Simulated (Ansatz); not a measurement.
# AlN (P6_3mc), an elastic constant from a strain scan

Level of theory: Ansatz, DFT r2SCAN, scalar-relativistic, plane waves, PAW. The runs took a 500 eV cutoff, a Γ-centred 12×12×6 mesh and Gaussian smearing (0.05 eV). No spin polarisation. Energies are free energies at this smearing, counted from the undisturbed cell; pressure is positive in compression.

Reference structure (relaxed at this level):

```
Al N
1.0
     3.10667    0.00000    0.00000
    -1.55333    2.69045    0.00000
     0.00000    0.00000    4.97840
Al N
2 2
Direct
  0.33333 0.66667 0.00169
  0.66667 0.33333 0.50169
  0.33333 0.66667 0.38331
  0.66667 0.33333 0.88331
```

The cell is strained by ε times the Voigt pattern (1, -1, 0, 0, 0, 0) (xx, yy, zz, yz, xz, xy; engineering shear) with fractional coordinates fixed. The cell holds 4 atoms in V0 = 41.61 Å³. The stress column is τ = (1/V0) dE/dε, got from the stress tensor σ (compression positive) at each point as −det(1 + εP) σ : P(1 + εP)⁻¹, with P the pattern as a tensor.

| ε | ΔE (meV/atom) | τ (GPa) |
| --- | --- | --- |
| -0.0450 | 49.542 | -34.202 |
| -0.0300 | 21.907 | -22.596 |
| -0.0150 | 5.454 | -11.221 |
| 0.0000 | 0.000 | 0.000 |
| 0.0150 | 5.428 | 11.140 |
| 0.0300 | 21.696 | 22.271 |
| 0.0450 | 48.828 | 33.463 |
| 0.0525 | 66.495 | 39.103 |
| 0.0600 | ? | ? |

Q: Which combination of elastic constants does this scan measure, and how large is it?

A: For small ε, τ = τ0 + Kε with K = pᵀCp, which for this pattern is C11 + C22 − 2 C12 in the Cartesian frame shown. The parabola through τ at ε = -0.0150, 0 and 0.0150 has slope K = 745 GPa at zero. The energies per cell, E = NΔE, of the same two points give K = 2[E(ε₊)/ε₊ − E(ε₋)/ε₋]/[(ε₊ − ε₋)V0] = 745 GPa, in agreement. These are clamped-ion values.

Q: Predict the withheld row at ε = 0.0600 from the harmonic law, and compare.

A: ΔE = V0(τ0 ε + Kε²/2)/N = 87.113 meV/atom and τ = 44.72 GPa. The calculation gives 86.919 meV/atom and 44.79 GPa, a miss of 0.2 % of the harmonic energy, so the harmonic law still holds here.

Forces appear on the atoms along this scan, and letting them relax would lower the energy and soften the response.